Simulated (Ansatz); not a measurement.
Crystal: W.

```
W
1.0
     5.08300    0.00000    0.00000
     0.00000    5.08300    0.00000
     0.00000    0.00000    5.08300
W
8
Direct
  0.50000 0.25000 0.00000
  0.50000 0.75000 0.00000
  0.75000 0.00000 0.50000
  0.25000 0.00000 0.50000
  0.00000 0.50000 0.75000
  0.00000 0.50000 0.25000
  0.50000 0.50000 0.50000
  0.00000 0.00000 0.00000
```

This isn't the form of W at room conditions, which is bcc.

| Quantity | Value |
| --- | --- |
| Program | Ansatz 0.2.0 |
| Task | single point |
| Functional | PBEsol |
| Potentials or basis | Ansatz PAW |
| Cutoff | 420 eV (not typed: the program's choice for these potentials) |
| k mesh | 5 × 5 × 5 |
| Occupations | fermi-dirac, width 0.05 eV |
| Spin | no spin polarisation |

On this cell: pressure -9.2 GPa; largest force zero by symmetry; band gap on the k mesh none (metal or under the smearing width).

The same run follows on a disturbed copy (atoms moved at random, drawn with an rms of 0.05 Å):

```
W
1.0
     5.08300    0.00000    0.00000
     0.00000    5.08300    0.00000
     0.00000    0.00000    5.08300
W
8
Direct
  0.49525 0.25160 0.00501
  0.50619 0.75103 0.99037
  0.75954 0.99542 0.50077
  0.24677 0.99653 0.50110
  0.99758 0.49868 0.75573
  0.00292 0.49919 0.24538
  0.50185 0.49797 0.50260
  0.00442 0.00536 0.00663
```

**Question.** What does the disturbed cell give?

**Answer.** The energy (extrapolated to zero smearing) moves by +15.4 meV/atom; pressure -8.7 GPa; largest force 1.247 eV/Å; band gap on the k mesh none (metal or under the smearing width).

Forces on the atoms (eV/Å):
```
W    0.447 -0.072 -0.174
W   -0.226  0.022  0.697
W   -1.218  0.253  0.080
W    1.174  0.125  0.095
W    0.259  0.097 -0.950
W   -0.086  0.150  1.043
W   -0.069 -0.010 -0.277
W   -0.282 -0.564 -0.513
```

Stress tensor (GPa, compression positive):
```
-8.63 -0.06  0.02
-0.06 -8.84 -0.09
 0.02 -0.09 -8.56
```

Caveats: the PAW data sets come from PBE, with cores solved anew for the run's functional, which leaves a small shift of forces and pressure.
